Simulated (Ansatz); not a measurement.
**Several inputs for ZnS**

Cell: an entry of the Crystallography Open Database (COD).

```yaml
crystal:
  lattice:
    - [1.91500, 1.10563, 15.62666]
    - [-1.91500, 1.10563, 15.62666]
    - [0.00000, -2.21125, 15.62666]
  atoms:
    - { symbol: Zn, position: [0.00000, 0.00000, 0.00000] }
    - { symbol: Zn, position: [0.73334, 0.73334, 0.73334] }
    - { symbol: Zn, position: [0.46666, 0.46666, 0.46666] }
    - { symbol: Zn, position: [0.86667, 0.86667, 0.86667] }
    - { symbol: Zn, position: [0.60000, 0.60000, 0.60000] }
    - { symbol: S, position: [0.05000, 0.05000, 0.05000] }
    - { symbol: S, position: [0.78334, 0.78334, 0.78334] }
    - { symbol: S, position: [0.51666, 0.51666, 0.51666] }
    - { symbol: S, position: [0.91667, 0.91667, 0.91667] }
    - { symbol: S, position: [0.65000, 0.65000, 0.65000] }
```

Sites (sets of like atoms) are named by element and the number of their first atom in this list.

Reference run. Method: Kohn–Sham DFT in Ansatz, PBE, plane waves and PAW, scalar-relativistic, 420 eV cutoff, Γ-centred 13×13×13 k-points, Fermi–Dirac smearing 0.02 eV.

It gives V_zz (10²¹ V/m²) S9 0.15 (η 0.00), among others. Each of these runs changes the input as listed (caps on SCF iterations aside):

A. scf.mixing.algorithm: not typed → anderson; scf.mixing.beta: not typed → 0.1
B. scf.n_extra_bands: not typed → 2; scf.occupations.width: 0.02 → not typed; scf.occupations.method: fermi_dirac → tetrahedron; hamiltonian.xc: pbe → lda

Q: Which of these changes matter for the gradients?

A: 

```json
{"run": "A", "S9 V_zz (η)": "0.15 (0.00)", "largest change of a gradient tensor, all atoms": "0.00", "note": "converged"}
{"run": "B", "S9 V_zz (η)": "0.14 (0.00)", "largest change of a gradient tensor, all atoms": "0.02", "note": "converged; another functional"}
```

None of them moves a gradient tensor by more than 0.02.
